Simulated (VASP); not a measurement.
**Sb: relaxation of cell and atoms with LDA**

The system is Sb.

```
Sb
1.0
     2.15420    1.24373    3.75800
    -2.15420    1.24373    3.75800
     0.00000   -2.48746    3.75800
Sb
2
Direct
  0.23349 0.23349 0.23349
  0.76651 0.76651 0.76651
```

```
Program                : VASP 6.6.1
Task                   : relaxation of cell and atoms
Functional             : LDA
Potentials or basis    : VASP PAW LDA potentials, release 64 (Sb)
Cutoff                 : 350 eV
k mesh                 : 6 × 6 × 6
Occupations            : gaussian, width 0.02 eV
Spin                   : no spin polarisation
Further INCAR settings : ALGO = Normal; EDIFF = 1e-07; IBRION = 2; EDIFFG = -0.002; NSW = 80; ISIF = 3
```

```yaml
Relaxed_volume: 29.45 Å³/atom
Relaxed_cell: a = 4.440 Å, b = 4.440 Å, c = 4.440 Å, α = 57.90°, β = 57.90°, γ = 57.90°
Space_group_after_relaxing_to_0.05_Å: R-3m (No. 166)
Energy_gained_by_relaxing: 2.1 meV/atom
Ionic_steps: 12
Pressure_after_relaxing: 0.0 GPa
Band_gap_on_the_k_mesh: none (metal or under the smearing width)
```

The path:
| step | energy change (eV) | largest force (eV/Å) | pressure (GPa) | volume (Å³) |
| --- | --- | --- | --- | --- |
| 1 | 0.0000 | 0.0168 | -0.86 | 60.41 |
| 2 | -0.0015 | 0.1146 | 0.58 | 59.01 |
| 3 | -0.0024 | 0.0637 | 0.02 | 59.54 |
| 4 | -0.0030 | 0.0451 | 0.01 | 59.45 |
| 5 | -0.0039 | 0.0194 | -0.14 | 59.17 |
| 6 | -0.0018 | 0.0793 | -0.06 | 58.60 |
| 7 | -0.0041 | 0.0039 | -0.13 | 59.06 |
| 8 | -0.0041 | 0.0008 | -0.13 | 59.04 |
| 9 | -0.0039 | 0.0127 | 0.27 | 58.61 |
| 10 | -0.0042 | 0.0048 | 0.00 | 58.90 |
| 11 | -0.0042 | 0.0001 | 0.00 | 58.90 |
| 12 | -0.0042 | 0.0017 | 0.00 | 58.90 |

Final structure:
```yaml
crystal:
  lattice:
    - [2.14910, 1.24078, 3.68134]
    - [-2.14910, 1.24078, 3.68134]
    - [0.00000, -2.48157, 3.68134]
  atoms:
    - { symbol: Sb, position: [0.23487, 0.23487, 0.23487] }
    - { symbol: Sb, position: [0.76513, 0.76513, 0.76513] }
```

Levels at points of the mesh, in eV from the Fermi level:
| k point | band 2 | band 3 | band 4 | band 5 | band 6 | band 7 | band 8 | band 9 |
| --- | --- | --- | --- | --- | --- | --- | --- | --- |
| (0.00, 0.00, 0.00) | -4.79 | -2.06 | -1.91 | -1.91 | 2.17 | 2.72 | 2.72 | 4.92 |
| (0.50, 0.00, 0.00) | -9.84 | -1.91 | -1.74 | -0.35 | -0.26 | 0.16 | 0.31 | 7.70 |
| (0.50, 0.50, 0.00) | -8.05 | -5.66 | -3.87 | -3.83 | 1.48 | 5.01 | 5.47 | 7.08 |
| (0.50, 0.50, 0.50) | -9.22 | -1.36 | -1.36 | -0.57 | -0.06 | -0.06 | 0.97 | 7.12 |

It took 44 s on 1 thread of Intel(R) Xeon(R) Platinum 8488C (Sapphire Rapids) (shared host), peak memory 0.14 GiB.

The run has no spin-orbit coupling, so splittings on Sb are missing. LDA usually gives volumes a few per cent too small.
